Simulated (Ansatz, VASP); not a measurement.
# Si: VASP beside Ansatz

The input INCAR:

```
SYSTEM = Si
PREC     = Accurate       ! precision mode
ENCUT    = 520            ! plane-wave cutoff, eV
EDIFF    = 1E-6           ! SCF threshold, eV
ISMEAR   = 0              ! smearing method
SIGMA    = 0.01           ! smearing width, eV
LREAL    = .FALSE.        ! projectors in reciprocal space
LASPH    = .TRUE.         ! aspherical terms in the spheres
NELM     = 60             ! most SCF steps
ALGO     = Normal         ! electronic algorithm
ISIF     = 2              ! what is computed and relaxed
LWAVE    = .FALSE.        ! write WAVECAR
LCHARG   = .FALSE.        ! write CHGCAR
GGA      = PE             ! functional
NBANDS   = 11             ! bands
```

File KPOINTS:

```
Automatic mesh
0
G
  7 7 7
  0 0 0
```

Contents of POSCAR:

```
Si
1.0
    0.0000000000      2.7135600000      2.7135600000
    2.7135600000      0.0000000000      2.7135600000
    2.7135600000      2.7135600000      0.0000000000
Si
2
Direct
    0.7500000000      0.7500000000      0.7500000000
    0.5000000000      0.5000000000      0.5000000000
```

Input for Ansatz:

```yaml
crystal:
  lattice:
    - [0.0, 2.71356, 2.71356]
    - [2.71356, 0.0, 2.71356]
    - [2.71356, 2.71356, 0.0]
  atoms:
    - { symbol: Si, position: [0.75, 0.75, 0.75] }
    - { symbol: Si, position: [0.5, 0.5, 0.5] }
basis:
  ecutwfc: 450.0
kpoints:
  mp_grid:
    grid: [7, 7, 7]
hamiltonian:
  xc: pbe
scf:
  occupations:
    method: fixed
output:
  write_density: true
  write_potential: true
  volumetric_format: npy
  populations: true
  elf: true
  eigenvalues: true
```

Alike in both runs: task single point; functional PBE; k mesh 7 × 7 × 7; no spin polarisation.

|  | VASP | Ansatz |
| --- | --- | --- |
| version | VASP 6.6.1 | Ansatz 0.2.0 |
| potentials or method | VASP PAW PBE potentials, release 64 (Si) | plane waves, PAW |
| plane-wave cutoff (eV) | 520 | 450 |
| occupations | gaussian, width 0.01 eV | fixed |
| valence electrons in the cell | 8 | 8 |

```csv
,VASP,Ansatz,Ansatz less VASP
gap on the k mesh at the Fermi level (eV),0.57,0.57,-0.002
```

Caveats: an odd mesh through Γ misses points on the zone boundary, where band edges often lie. As with any semilocal functional, this PBE gap is likely too small.
